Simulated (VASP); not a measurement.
**SrO in VASP 6.6.1, single-point calculation**

INCAR

```
ISIF = 2
NSW = 0
EDIFF = 1E-7
LWAVE = .FALSE.
SIGMA = 0.02
NELM = 82
NBANDS = 15
GGA = PE
ISMEAR = -1
LASPH = .FALSE.
PREC = Accurate
LCHARG = .FALSE.
IBRION = -1
ENCUT = 800
LREAL = .FALSE.
```

KPOINTS

```
KPOINTS created by Atomic Simulation Environment
0
Gamma
8 8 8
0 0 0
```

POSCAR

```
Sr O
 1.0000000000000000
     0.0000000000000000    2.5282944794000000    2.6083452348999998
     2.5282944794000000    0.0000000000000000    2.6083452348999998
     2.5282944794000000    2.5282944794000000    0.0000000000000000
 Sr  O
   1   1
Cartesian
  0.0000000000000000  0.0000000000000000  0.0000000000000000
  2.5282944794000004  2.5282944794000004  2.6083452349000003
```

The recommended PBE PAW datasets give the neutral cell 16 valence electrons.

Command

```
mpirun -np 1 vasp_std
```

OSZICAR

```
N       E                     dE             d eps       ncg     rms          rms(c)
DAV:   1     0.916224174875E+02    0.91622E+02   -0.10932E+04  1770   0.147E+03
DAV:   2    -0.981133126759E+01   -0.10143E+03   -0.91938E+02  2368   0.264E+02
DAV:   3    -0.141379512962E+02   -0.43266E+01   -0.42955E+01  2476   0.483E+01
DAV:   4    -0.142328672761E+02   -0.94916E-01   -0.94904E-01  2146   0.671E+00
DAV:   5    -0.142346555167E+02   -0.17882E-02   -0.17882E-02  2338   0.712E-01    0.172E+01
DAV:   6    -0.121609936033E+02    0.20737E+01   -0.65735E+00  1840   0.197E+01    0.202E+01
DAV:   7    -0.120288734150E+02    0.13212E+00   -0.28238E-01  2078   0.483E+00    0.117E+01
DAV:   8    -0.120169167102E+02    0.11957E-01   -0.11830E-01  2253   0.344E+00    0.511E-01
DAV:   9    -0.120184384979E+02   -0.15218E-02   -0.55846E-03  2273   0.489E-01    0.236E-01
DAV:  10    -0.120189080621E+02   -0.46956E-03   -0.47403E-04  1882   0.205E-01    0.809E-02
DAV:  11    -0.120190386958E+02   -0.13063E-03   -0.12527E-04  1938   0.861E-02    0.264E-02
DAV:  12    -0.120190566149E+02   -0.17919E-04   -0.26853E-05  1854   0.392E-02    0.181E-02
DAV:  13    -0.120190567725E+02   -0.15764E-06   -0.11499E-06  2008   0.961E-03    0.320E-03
DAV:  14    -0.120190566523E+02    0.12025E-06   -0.96226E-08  2151   0.250E-03    0.239E-03
DAV:  15    -0.120190566570E+02   -0.46966E-08   -0.75894E-09   948   0.792E-04
   1 F= -.12019057E+02 E0= -.12019057E+02  d E =-.141370E-10
```

From OUTCAR

```
k-points           NKPTS =     59   k-points in BZ     NKDIM =     59   number of bands    NBANDS=     15

   NELECT =      16.0000    total number of electrons

   dimension x,y,z NGX =    36 NGY =   36 NGZ =   36
   dimension x,y,z NGXF=    72 NGYF=   72 NGZF=   72

  energy-cutoff  :      800.00
  volume of cell :       33.35
      direct lattice vectors                 reciprocal lattice vectors
     0.000000000  2.528294479  2.608345235    -0.197761773  0.197761773  0.191692416
     2.528294479  0.000000000  2.608345235     0.197761773 -0.197761773  0.191692416
     2.528294479  2.528294479  0.000000000     0.197761773  0.197761773 -0.191692416

 k-points in reciprocal lattice and weights: KPOINTS created by Atomic Simulation Env
   0.00000000  0.00000000  0.00000000       0.002
   0.12500000  0.00000000  0.00000000       0.016
   0.25000000  0.00000000  0.00000000       0.016
   0.37500000  0.00000000  0.00000000       0.016
   0.50000000  0.00000000  0.00000000       0.008
   0.12500000  0.12500000  0.00000000       0.004
   0.25000000  0.12500000  0.00000000       0.016
   0.37500000  0.12500000  0.00000000       0.016
   ...

 E-fermi :   2.1821

 k-point     1 :       0.0000    0.0000    0.0000
  band No.  band energies     occupation
      1     -30.5655      2.00000
      2     -13.3606      2.00000
      3     -12.2003      2.00000
      4     -12.1758      2.00000
      5     -12.1758      2.00000
      6       1.6772      2.00000
      7       1.7916      2.00000
      8       1.7916      2.00000
      9       5.8502      0.00000
     10       7.8511      0.00000
     11       8.0940      0.00000
     12       8.0940      0.00000
     13      10.0463      0.00000
     14      10.4321      0.00000
     15      14.5705      0.00000

 k-point     2 :       0.1250    0.0000    0.0000
  band No.  band energies     occupation
      1     -30.5438      2.00000
      2     -13.7305      2.00000
      3     -12.2118      2.00000
      4     -12.1843      2.00000
      5     -11.8633      2.00000
      6       1.2883      2.00000
      7       1.5253      2.00000
      8       1.5796      2.00000
      9       6.5499      0.00000
     10       7.8483      0.00000
     11       8.2704      0.00000
     12       8.3957      0.00000
     13      10.4625      0.00000
     14      10.8608      0.00000
     15      15.5861      0.00000

 k-point     3 :       0.2500    0.0000    0.0000
  band No.  band energies     occupation
      1     -30.4908      2.00000
      2     -14.3196      2.00000
      3     -12.2530      2.00000
      4     -12.2044      2.00000
      5     -11.3989      2.00000
      6       0.4574      2.00000
      7       1.0901      2.00000
      8       1.1230      2.00000
      9       7.8045      0.00000
     10       8.1010      0.00000
     11       9.1294      0.00000
     12       9.2186      0.00000
     13      11.5047      0.00000
     14      11.9220      0.00000
     15      17.6161      0.00000

 ...

  Total        1.4870621      1.4870621      0.5063283      0.0000000      0.0000000     -0.0000000
  in kB       71.4478754     71.4478754     24.3272132      0.0000000      0.0000000     -0.0000000
  external PRESSURE =      55.7409880 kB  Pullay stress =       0.0000000 kB

 POSITION                                       TOTAL-FORCE (eV/Angst)
 -----------------------------------------------------------------------------------
      0.00000      0.00000      0.00000         0.000000     -0.000000      0.000000
      2.52829      2.52829      2.60835        -0.000000      0.000000     -0.000000
 -----------------------------------------------------------------------------------
    total drift:                                0.000000      0.000000      0.000000

  FREE ENERGIE OF THE ION-ELECTRON SYSTEM (eV)
  ---------------------------------------------------
  free  energy   TOTEN  =       -12.0190566570 eV

  energy  without entropy=      -12.0190566570  energy(sigma->0) =      -12.01905666
```

It converged. Results: gap between bands v and c on the k mesh 3.18 eV; least direct gap on the k mesh 3.25 eV; pressure 5.6 GPa. Band v is the last that the valence electrons fill when counted band by band, and c is the next.

For comparison, a separate PBE run of the intended cell, on usual settings and not on those above, gives a gap of 3.18 eV on its mesh and a pressure of 5.6 GPa.

The run above took about 56 s on one core of a shared host (Intel Xeon Platinum 8488C) and held 0.23 GiB at most.
